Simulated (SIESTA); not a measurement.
Co in SIESTA: the effect of functional

Co, a slab with vacuum:

```
Co
1.0
     2.48736    0.00000    0.00000
    -1.24368    2.15412    0.00000
     0.00000    0.00000   25.23836
Co
6
Direct
  0.33333 0.66667 0.29717
  0.66667 0.33333 0.38084
  0.33333 0.66667 0.45816
  0.66667 0.33333 0.54184
  0.33333 0.66667 0.61916
  0.66667 0.33333 0.70283
```

The slab is cut from a database's or a generator's crystal, which needn't be the stable form of the element.

Alike in all runs:

* Program: SIESTA 5.4.2
* Task: single point
* Potentials or basis: PseudoDojo 0.4 standard (PBE files)
* Basis: DZP (energy shift 0.003 Ry; two zetas on semicore shells)
* Grid cutoff: 800 Ry
* Energy shift: 0.003 Ry
* k mesh: 8 × 8 × 1
* Occupations: fermi-dirac, width 0.05 eV
* Spin: collinear spin, ferromagnetic start
* Starting moments: [2.0, 2.0, 2.0, 2.0, 2.0, 2.0] μB

| functional | largest force (eV/Å) |
| --- | --- |
| PBE | ? |
| vdW-DF | 1.01 |
| vdW-DF2 | 1.07 |
| optB88-vdW | 0.96 |
| vdW-DF-C09 | 0.92 |
| vdW-DF-cx | 0.93 |

What does the run with functional PBE give?

Largest force 0.98 eV/Å.

Caveats: all runs use coarse meshes; the potentials were made for another functional, which shifts forces and pressure (some runs).
